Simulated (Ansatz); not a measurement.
# Sc: the cost of one run

Computed with Ansatz 0.2.0 (DFT PBE, scalar-relativistic, plane waves, PAW, unless a step's input says otherwise).

2 further runs of the same task are left out: 1 that didn't finish, 1 set aside as unsound or not needed.

### Step 1. The structure to begin with

Symmetry: Fm-3m, No. 225, cubic system. Conventional cell: a = 4.541 Å, b = 4.541 Å, c = 4.541 Å, α = 90.00°, β = 90.00°, γ = 90.00°. Around Sc (site symmetry m-3m) lie 12 Sc at 3.21 Å.

Structure file:

```
CELL_PARAMETERS angstrom
0.00000 2.27050 2.27050
2.27050 0.00000 2.27050
2.27050 2.27050 0.00000
ATOMIC_POSITIONS crystal
Sc 0.00000 0.00000 0.00000
```

The structure comes from the Crystallography Open Database.

### Step 2. A distortion of lower symmetry

What differs from the listed cell: strain xx, yy, zz, yz, xz, xy = -9.1, -0.1, -0.1, +0.0, +0.0, +0.0 %.

input.yaml

```yaml
crystal:
  lattice:
    - [0.0, 2.26922852, 2.26922852]
    - [2.06488352, 0.0, 2.26922852]
    - [2.06488352, 2.26922852, 0.0]
  atoms:
    - { symbol: Sc, position: [0.0, 0.0, 0.0] }
basis:
  ecutwfc: 420
kpoints:
  mp_grid: { grid: [14, 14, 14] }
hamiltonian:
  xc: pbe
scf:
  occupations: { method: gaussian, width: 0.1 }
output:
  forces: true
  stress: true
  eigenvalues: true
```

Started as:

```bash
$ ansatz run input.yaml --threads 1 --pin off --max-ram 1331MiB --backend cpu --events-out ev --progress --plain --runs-dir out
```

**Question.** How long does this run take on 1 thread of an x86-64 CPU, shared host, and how much memory does it need?

About 7.3 s, with a peak of 0.36 GiB.
